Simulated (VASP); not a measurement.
Results of a VASP single-point calculation on HgTe (strained zincblende)

POSCAR

```
Hg Te
 1.0000000000000000
     0.0000000000000000    3.1904831496999999    3.1904831496999999
     3.1904831496999999    0.0000000000000000    3.1904831496999999
     3.1904831496999999    3.1904831496999999    0.0000000000000000
 Hg  Te
   1   1
Cartesian
  0.0000000000000000  0.0000000000000000  0.0000000000000000
  1.5952415748500004  1.5952415748500004  1.5952415748500004
```

| Property | Result |
| --- | --- |
| gap between bands v and c | 0.00 eV |
| least direct gap | 0.00 eV |

Band v is the last that the valence electrons fill when counted band by band, and c is the next. Levels in eV from the top of v:

```csv
point,v−1,v,c,c+1
Γ,0.00,0.00,0.00,4.48
X,-2.54,-2.54,2.06,2.63
K,-3.24,-2.11,2.46,4.30
L,-1.11,-1.11,0.96,5.32
W,-2.97,-2.83,3.49,4.85
```

Problem. Which of these levels of theory gave these results?
A. HSE06
B. r²SCAN
C. PBEsol
D. LDA
E. PBE with spin–orbit coupling
F. PBE0
G. PBE

Solution. B.

The INCAR was:

```
SIGMA = 0.02
ENCUT = 520
LWAVE = .FALSE.
NELM = 120
METAGGA = R2SCAN
LREAL = .FALSE.
PREC = Accurate
EDIFF = 1E-7
ALGO = Normal
LASPH = .TRUE.
LCHARG = .TRUE.
ISMEAR = -1
NSW = 0
ISIF = 2
IBRION = -1
NBANDS = 16
LELF = .TRUE.
```
